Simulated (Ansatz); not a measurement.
# Mo in Ansatz: further runs

One slab, Mo, is run at these levels: PBE; tasks: relaxation of the atoms.

Everything below comes from runs of Ansatz 0.2.0. Logs are shortened: lines on timing, memory, paths and dates and some standing lists are left out, and cuts for length are marked.

## Step 1: The cell of the first run

The cell holds a slab with vacuum, 6 atoms: a = 2.850 Å, b = 2.850 Å, c = 25.075 Å, α = 90.00°, β = 90.00°, γ = 90.00°.

## Step 2: Relaxation of the atoms, PBE (the (1 0 0) slab of Mo, cut from the database cell, not relaxed)

The input, input.yaml:

```yaml
crystal:
  lattice:
    - [2.8496403282, 0.0, 0.0]
    - [0.0, 2.8496403282, 0.0]
    - [0.0, 0.0, 25.075]
  atoms:
    - { symbol: Mo, position: [0.5, 0.5, 0.2991026919] }
    - { symbol: Mo, position: [0.0, 0.0, 0.3794616152] }
    - { symbol: Mo, position: [0.5, 0.5, 0.4598205384] }
    - { symbol: Mo, position: [0.0, 0.0, 0.5401794616] }
    - { symbol: Mo, position: [0.5, 0.5, 0.6205383848] }
    - { symbol: Mo, position: [0.0, 0.0, 0.7008973081] }
hamiltonian:
  xc: pbe
  pseudopotentials: { kind: paw, source: ansatz }
kpoints:
  mp_grid: { grid: [9, 9, 1] }
scf:
  occupations: { method: fermi_dirac, width: 0.05 }
output:
  forces: true
  eigenvalues: true
relax:
  f_tol: 0.02
  max_steps: 40
  constraints: [{ sites: [0, 1, 2] }]
efield:
  axis: 3
  dipole_correction: true
  ramp_width: 0.04
```

Potentials or basis: Ansatz PAW earlier set.

Command:

```bash
ansatz run input.yaml --threads 4 --pin off --max-ram 11264MiB --backend cpu --events-out ev --progress --plain --runs-dir out
```

What it wrote:

```text
Warning: RAYON_NUM_THREADS=4 ignored (pool sized by the plan → 4); use --threads N
Engine: ansatz 0.2.0, x86_64-unknown-linux-gnu
Pseudopotentials: kind: paw
Pseudopotential: Mo, paw, valence charge 14, recommended cutoff 500 eV (normal), Mo.paw.azcp
Functional definition: PBE
  parameter kappa = 0.804
  parameter beta = 0.06672455060314922
  exchange = pbe_x(kappa = kappa, mu = beta*pi^2/3)
  correlation = pbe_c(beta = beta)
Crystal: 6 atoms, lattice volume = 203.620 Å³
Basis set: ecut = 500 eV, 5211 PW (Γ), exchange–correlation on 48×48×384 points (8 copies of the dense FFT grid, shifted against one another)
Bands: 51, of which v1, the nominal top of the filled ones, is band 42 counted from 1 (41 counted from 0)
Symmetry: 8 space group operations
k-points: 15 of 81
Non-local potential: Mo, projectors of the file, l = 0: 3, l = 1: 3, l = 2: 2, l = 3: 2
PAW form: soft (Blöchl's): semilocal exchange-correlation on the pseudo side does not see the compensation charge
PAW one-centre angular grid: Mo, 590 points (default); XC on 64 Gauss nodes
Initial density: superposition of atomic densities (neutral atoms: chi_scale 0, normalization atom)
Initial wavefunctions: pseudopotential atomic-orbital guess
Functional: x = pbe(κ = 0.804, μ = 0.2195149727645171), c = pbe(β = 0.06672455060314922)
SCF iter   1: F=—  HF=-29741.514785 eV  |F-HF|=—  |Δ(HF+E_count)|=         —  Δρ=7.86e-2  dr2=1.04e2  ethr=3.10e-3  p=0.000 e·Å  D=2.02e-13 V/Å  ΔV_dip=-0.00 eV  dr2_dipole=1.37e-5  V_vac-E_F(+/−)=6.29/6.29 eV  ⟨swp⟩=9.2  Hψ=3613  notcnv=0
efield: sawtooth ramp at fractional position 0.9800 (placed from the atoms, in the widest stretch of the axis that holds none; the zero of the levels goes with the place), width 0.0400; the density the first Hamiltonian is built on has a dipole p = 0.000 e·Å; the dipole correction subtracts the counter field D = 2.02e-13 V/Å, which shifts the + side's vacuum level by -0.00 eV against the − side's; the planar-averaged density in the ramp window peaks in size at 8.6e-8 e/Å³
preconditioner: auto → LDOS  [metal: Δε(μ)=0.034 eV  Ē_g=4.014 eV  σ=0.050 eV  W_gap=0.16  n_scr=46 (ndim 8)  ℏωp=15.6 eV  f_vac=0.447  D(μ)=8.01/eV (n_scr^D=64)  β→1.0]
SCF iter   2: F=—  HF=-29735.686903 eV  |F-HF|=—  |Δ(HF+E_count)|=    5.83e0  Δρ=2.64e-2  dr2=4.17e0  ethr=3.10e-3  p=-0.000 e·Å  D=-1.43e-4 V/Å  ΔV_dip=0.00 eV  dr2_dipole=2.59e-5  V_vac-E_F(+/−)=4.68/4.68 eV  ⟨swp⟩=4.1  Hψ=1825  notcnv=0  defer=7
SCF iter   3: F=—  HF=-29735.839023 eV  |F-HF|=—  |Δ(HF+E_count)|=   1.52e-1  Δρ=7.68e-3  dr2=3.27e-1  ethr=3.10e-3  p=0.000 e·Å  D=2.99e-5 V/Å  ΔV_dip=-0.00 eV  dr2_dipole=2.43e-5  V_vac-E_F(+/−)=4.43/4.43 eV  ⟨swp⟩=2.9  Hψ=1295  notcnv=0  defer=7
SCF iter   4: F=—  HF=-29735.812482 eV  |F-HF|=—  |Δ(HF+E_count)|=   2.65e-2  Δρ=2.63e-3  dr2=1.90e-2  ethr=3.90e-4  p=-0.000 e·Å  D=-9.85e-6 V/Å  ΔV_dip=0.00 eV  dr2_dipole=1.55e-7  V_vac-E_F(+/−)=4.39/4.38 eV  ⟨swp⟩=3.7  Hψ=1556  notcnv=0  defer=7
SCF iter   5: F=—  HF=-29735.810070 eV  |F-HF|=—  |Δ(HF+E_count)|=   2.41e-3  Δρ=7.63e-4  dr2=7.80e-4  ethr=2.26e-5  p=0.000 e·Å  D=3.53e-8 V/Å  ΔV_dip=-0.00 eV  dr2_dipole=2.58e-9  V_vac-E_F(+/−)=4.38/4.38 eV  ⟨swp⟩=2.0  Hψ=1285  notcnv=0  defer=7
SCF iter   6: F=—  HF=-29735.810812 eV  |F-HF|=—  |Δ(HF+E_count)|=   7.42e-4  Δρ=1.70e-4  dr2=2.27e-5  ethr=9.29e-7  p=0.000 e·Å  D=1.35e-6 V/Å  ΔV_dip=-0.00 eV  dr2_dipole=1.57e-8  V_vac-E_F(+/−)=4.36/4.36 eV  ⟨swp⟩=2.7  Hψ=1415  notcnv=0  defer=7
iter 7 did not close the SCF: its close was put off until two iterations running show no level that it waits for move by more than its bar (scf_convergence_deferred on its scf_iter line)
SCF iter   7: F=-29735.810858 eV  HF=-29735.810855 eV  |F-HF|=3.26e-6  |Δ(HF+E_count)|=   4.29e-5  Δρ=3.95e-5  dr2=2.75e-6  ethr=1.19e-8  p=0.000 e·Å  D=5.01e-7 V/Å  ΔV_dip=-0.00 eV  dr2_dipole=2.65e-12  V_vac-E_F(+/−)=4.36/4.36 eV  ⟨swp⟩=12.0  Hψ=3891  notcnv=0
iter 8 did not close the SCF: its close was put off until two iterations running show no level that it waits for move by more than its bar (scf_convergence_deferred on its scf_iter line)
SCF iter   8: F=-29735.810859 eV  HF=-29735.810859 eV  |F-HF|=3.01e-7  |Δ(HF+E_count)|=   4.61e-6  Δρ=7.64e-6  dr2=5.09e-8  ethr=3.27e-9  p=0.000 e·Å  D=2.18e-7 V/Å  ΔV_dip=-0.00 eV  dr2_dipole=5.40e-11  V_vac-E_F(+/−)=4.36/4.36 eV  ⟨swp⟩=3.2  Hψ=2557  notcnv=0
SCF iter   9: F=-29735.810859 eV  HF=-29735.810859 eV  |F-HF|=9.84e-9  |Δ(HF+E_count)|=   2.89e-7  Δρ=2.16e-6  dr2=1.60e-8  ethr=6.06e-11  p=0.000 e·Å  D=9.18e-8 V/Å  ΔV_dip=-0.00 eV  dr2_dipole=2.17e-13  V_vac-E_F(+/−)=4.36/4.36 eV  ⟨swp⟩=1.0  Hψ=2277  notcnv=0
SCF 1 converged in 9 iterations: F = -29735.810859 eV  dr2 = 1.60e-8
relax step   1: F+E_penalty+E_count = -29735.81085942 eV  Δ(F+E_penalty+E_count) = +0.000e0 eV  max|allowed force component| = 5.047e-1 eV/Å  Δτ_max = 0.0000 Å  (9 SCF iters, dr2 threshold 1.00e-5 eV, accepted)
Initial density: handed on by an earlier stage of this run
Initial wavefunctions: those handed on with the density
[... 29 lines left out ...]
SCF iter   4: F=—  HF=-29735.859842 eV  |F-HF|=—  |Δ(HF+E_count)|=   1.24e-5  Δρ=3.76e-5  dr2=4.64e-6  ethr=1.58e-7  p=0.003 e·Å  D=2.35e-3 V/Å  ΔV_dip=-0.06 eV  dr2_dipole=3.43e-7  V_vac-E_F(+/−)=4.28/4.34 eV  ⟨swp⟩=2.1  Hψ=1035  notcnv=0  defer=4
SCF iter   5: F=—  HF=-29735.860337 eV  |F-HF|=—  |Δ(HF+E_count)|=   4.94e-4  Δρ=1.17e-5  dr2=4.55e-7  ethr=5.52e-9  p=0.003 e·Å  D=2.35e-3 V/Å  ΔV_dip=-0.06 eV  dr2_dipole=1.77e-7  V_vac-E_F(+/−)=4.28/4.34 eV  ⟨swp⟩=2.9  Hψ=1351  notcnv=0  defer=4
SCF iter   6: F=-29735.860337 eV  HF=-29735.860337 eV  |F-HF|=1.08e-7  |Δ(HF+E_count)|=   3.31e-7  Δρ=4.63e-6  dr2=3.43e-8  ethr=1.19e-10  p=0.003 e·Å  D=2.34e-3 V/Å  ΔV_dip=-0.06 eV  dr2_dipole=9.75e-9  V_vac-E_F(+/−)=4.28/4.34 eV  ⟨swp⟩=9.3  Hψ=3536  notcnv=0
SCF 4 converged in 6 iterations: F = -29735.860337 eV  dr2 = 3.43e-8
relax step   4: F+E_penalty+E_count = -29735.86033705 eV  Δ(F+E_penalty+E_count) = -3.973e-4 eV  max|allowed force component| = 1.275e-2 eV/Å  Δτ_max = 0.0093 Å  (6 SCF iters, accepted)
SCF converged after 6 iterations
Free energy (F): -29735.860337 eV
Harris-Foulkes:  -29735.860337 eV  (|F-HF|=1.08e-7)
Internal energy: -29735.780143 eV  (E = F + TS)
E sigma→0 (E₀):  -29735.820240 eV
Entropy (-TS):   -0.080194 eV (-13.366 meV/atom)
Fermi energy:    7.361198 eV
Dipole field:    D = 0.002210 V/Å  (p = 0.002487 e·Å, saw-weighted, corrected)
Work function:   Φ+ = 4.2826 eV   Φ− = 4.3380 eV
Levels:          The Fermi level and band energies are counted from a zero that moves with the ramp; work functions are not
--- Per-component energies (eV) ---
  E_band       = -1436.069105
  E_kinetic    = 3308.046959
  E_local      = -99634.883357  (includes V_loc(G=0)·N_el)
  E_nonlocal   = 1348.800589
  E_hartree    = 47869.696632
  E_xc         = -2115.263903
  E_vxc        = -1762.773052  (∫ρ·V_xc dr)
  E_paw        = -18177.212846  (= ΣΔE_a)
  E_vpaw       = -434.680857  (= ΣTr[D̂ρ^β])
  E_aug_tail   = -0.000045  (compensation charges beyond the density's cutoff)
  E_efield     = 0.000003  (sawtooth field / dipole correction)
  E_vefield    = 0.014399  (∫n·V_field dr)
  E_ewald      = 37665.035825
  E_smearing   = -0.080194  (= −TS)
  E_closure    = -0.000000  (closes the sum)
  Σ components = -29735.860337   (vs F -29735.860337, Δ=0.00e0)
--- Forces (eV/Å), atoms counted from 1 ---
  atom   1  Mo     0.00000000     0.00000000     0.52406597
  atom   2  Mo    -0.00000000     0.00000000    -0.21728568
  atom   3  Mo     0.00000000     0.00000000    -0.31252217
  atom   4  Mo    -0.00000000     0.00000000     0.00458009
  atom   5  Mo     0.00000000     0.00000000    -0.01163672
  atom   6  Mo     0.00000000     0.00000000     0.01275308
  max |Σ_I F_I| component: 4.54e-5 eV/Å
--- Band table (eV; the first three rows and the last of 15) ---
  k-point 0: bands = ["-53.4772", "-53.3820", "-53.3529", "-53.2770", "-53.1695", "-53.0709", "-27.9316", "-27.8311", "-27.5936", "-27.3217", "-27.2376", "-27.2376", "-27.1817", "-27.1817", "-27.0728", "-27.0728", "-27.0471", "-26.9810", "-26.9810", "-26.8523", "-26.8523", "-26.7789", "-26.7212", "-26.7212", "0.9033", "1.7213", "2.5159", "2.7363", "3.0264", "3.1124", "3.3062", "3.5809", "4.2368", "5.1110", "5.9119", "6.6072", "6.6794", "6.6794", "6.7737", "6.9174", "7.2040", "7.2040", "8.0416", "8.0416", "8.1952", "8.3985", "9.1537", "9.1797", "9.1797", "9.2233", "9.4608"]
  k-point 1: bands = ["-53.4644", "-53.3671", "-53.3446", "-53.2683", "-53.1655", "-53.0713", "-27.8995", "-27.8216", "-27.6289", "-27.4107", "-27.2831", "-27.2391", "-27.2203", "-27.1633", "-27.1492", "-27.1002", "-27.0625", "-26.9779", "-26.9739", "-26.9331", "-26.8533", "-26.7844", "-26.7519", "-26.7285", "1.2163", "1.9944", "2.7572", "2.9649", "3.2630", "3.3715", "3.5309", "3.8232", "4.4468", "5.2371", "5.9338", "6.4221", "6.5208", "6.7459", "6.7728", "6.8998", "7.1835", "7.4154", "7.6441", "7.8254", "7.9167", "8.3561", "8.6440", "8.9040", "9.0427", "9.2078", "9.2894"]
  k-point 2: bands = ["-53.4310", "-53.3331", "-53.3192", "-53.2440", "-53.1562", "-53.0753", "-27.8331", "-27.8068", "-27.7444", "-27.6107", "-27.4353", "-27.4049", "-27.2532", "-27.2362", "-27.1743", "-27.1113", "-27.0786", "-27.0364", "-27.0061", "-26.9701", "-26.8582", "-26.8422", "-26.7791", "-26.7520", "2.0297", "2.5949", "3.2394", "3.3145", "3.6348", "3.7715", "4.1416", "4.6112", "5.3200", "5.8446", "5.9043", "6.1454", "6.2367", "6.7504", "6.8662", "6.9428", "7.0537", "7.1371", "7.3290", "7.3891", "7.8144", "7.8842", "8.1022", "8.2501", "8.5556", "8.6794", "9.4174"]
  k-point 14: bands = ["-53.2911", "-53.2425", "-53.1661", "-53.0960", "-53.0727", "-53.0629", "-27.9111", "-27.9039", "-27.8427", "-27.8370", "-27.6910", "-27.6640", "-27.5436", "-27.4944", "-27.4548", "-27.3855", "-27.3342", "-27.3260", "-27.3092", "-27.1984", "-27.1634", "-27.1484", "-27.1422", "-27.1218", "2.7067", "2.7259", "3.2748", "3.3581", "3.3781", "3.5059", "3.9299", "4.0280", "4.1185", "4.2310", "5.0464", "5.0838", "6.3827", "6.5026", "7.9430", "8.1342", "8.7349", "8.8930", "9.6515", "9.7279", "9.9467", "10.0898", "10.4136", "10.6576", "10.8346", "11.4114", "11.4163"]
--- Relaxed structure (4 steps of the walk, 4 accepted, 0 SCFs on fresh bases) ---
  F+E_penalty+E_count = -29735.86033705 eV   max|allowed force component| = 1.275e-2 eV/Å
  atoms:
    - { symbol: Mo, position: [0.5, 0.5, 0.2991026919] }
    - { symbol: Mo, position: [0.0, 0.0, 0.37946161519999994] }
    - { symbol: Mo, position: [0.5, 0.5, 0.4598205384] }
    - { symbol: Mo, position: [4.857673208192934e-35, 0.0, 0.5378488561794571] }
    - { symbol: Mo, position: [0.5, 0.5, 0.6151487753065145] }
    - { symbol: Mo, position: [0.0, 0.0, 0.6900676778581767] }
```

Wall time 20 s (4 threads of Intel Xeon Platinum 8488C (Sapphire Rapids), shared host); peak memory 0.74 GiB.

Results:

| Item | Value |
| --- | --- |
| Free energy | -29735.8603 eV |
| Energy gained by relaxing | 8.2 meV/atom |
| Ionic steps | 4 |
| Largest force after relaxing | 0.524 eV/Å |
| Band gap on the k mesh | none (metal or under the smearing width) |
| Work function of the upper face | 4.28 eV |
| Work function of the lower face | 4.34 eV |
| Dipole across the slab | 0.002 e·Å |

Forces in eV/Å, atoms in the order of the input:
```
Mo   0.000  0.000  0.524
Mo   0.000  0.000 -0.217
Mo   0.000  0.000 -0.313
Mo   0.000  0.000  0.005
Mo   0.000  0.000 -0.012
Mo   0.000  0.000  0.013
```

Step by step:
```csv
step,energy change (eV),largest force (eV/Å)
1,0.0000,0.5047
2,-0.0420,0.5446
3,-0.0491,0.5325
4,-0.0495,0.5241
```

Final structure:
```
Mo
1.0
     2.84964    0.00000    0.00000
     0.00000    2.84964    0.00000
     0.00000    0.00000   25.07500
Mo
6
Cartesian
  1.4248 1.4248 7.5000
  0.0000 0.0000 9.5150
  1.4248 1.4248 11.5300
  0.0000 0.0000 13.4866
  1.4248 1.4248 15.4249
  0.0000 0.0000 17.3034
```

## Step 3: Relaxation of the atoms, PBE (the (1 0 0) slab of Mo, cut from the database cell, not relaxed)

input.yaml: that of step 2 with these lines changed.

```diff
@@ -14,3 +14,3 @@
   xc: pbe
-  pseudopotentials: { kind: paw, source: ansatz }
+  pseudopotentials: { kind: nc }
 kpoints:
@@ -22,2 +22,6 @@
   eigenvalues: true
+  write_density: true
+  write_potential: true
+  elf: true
+  volumetric_format: npy
 relax:
```

Potentials or basis: Ansatz NC.

Command:

```bash
ansatz run input.yaml --threads 4 --pin off --max-ram 11264MiB --backend cpu --events-out ev --progress --plain --runs-dir out
```

Run time: 58 s. Hardware: 4 threads of Intel Xeon Platinum 8488C (Sapphire Rapids), shared host; peak memory 1.4 GiB.

The run converged. Its results:

| Property | Result |
| --- | --- |
| Free energy | -11465.7880 eV |
| Energy gained by relaxing | 8.2 meV/atom |
| Ionic steps | 4 |
| Largest force after relaxing | 0.523 eV/Å |
| Band gap on the k mesh | none (metal or under the smearing width) |
| Work function of the upper face | 4.28 eV |
| Work function of the lower face | 4.34 eV |
| Dipole across the slab | 0.003 e·Å |

Forces on the atoms (eV/Å):
```
Mo   0.000  0.000  0.523
Mo   0.000  0.000 -0.219
Mo   0.000  0.000 -0.310
Mo   0.000  0.000  0.005
Mo   0.000  0.000 -0.012
Mo   0.000  0.000  0.013
```

Step by step:
| step | energy change (eV) | largest force (eV/Å) |
| --- | --- | --- |
| 1 | 0.0000 | 0.5035 |
| 2 | -0.0417 | 0.5438 |
| 3 | -0.0486 | 0.5316 |
| 4 | -0.0490 | 0.5233 |

Final structure:
```cif
data_structure
_symmetry_space_group_name_H-M 'P 1'
_symmetry_Int_Tables_number 1
_cell_length_a 2.8496
_cell_length_b 2.8496
_cell_length_c 25.0750
_cell_angle_alpha 90.000
_cell_angle_beta 90.000
_cell_angle_gamma 90.000
_cell_volume 203.62
loop_
_atom_site_label
_atom_site_type_symbol
_atom_site_fract_x
_atom_site_fract_y
_atom_site_fract_z
_atom_site_occupancy
Mo1 Mo 0.50000 0.50000 0.29910 1
Mo2 Mo 0.00000 0.00000 0.37946 1
Mo3 Mo 0.50000 0.50000 0.45982 1
Mo4 Mo 0.00000 0.00000 0.53789 1
Mo5 Mo 0.50000 0.50000 0.61522 1
Mo6 Mo 0.00000 0.00000 0.69015 1
```

Levels at points of the mesh, in eV from the Fermi level:
```
           k point  band 40  band 41  band 42  band 43  band 44  band 45
(0.00, 0.00, 0.00)    -0.45    -0.16    -0.16     0.68     0.68     0.83
```
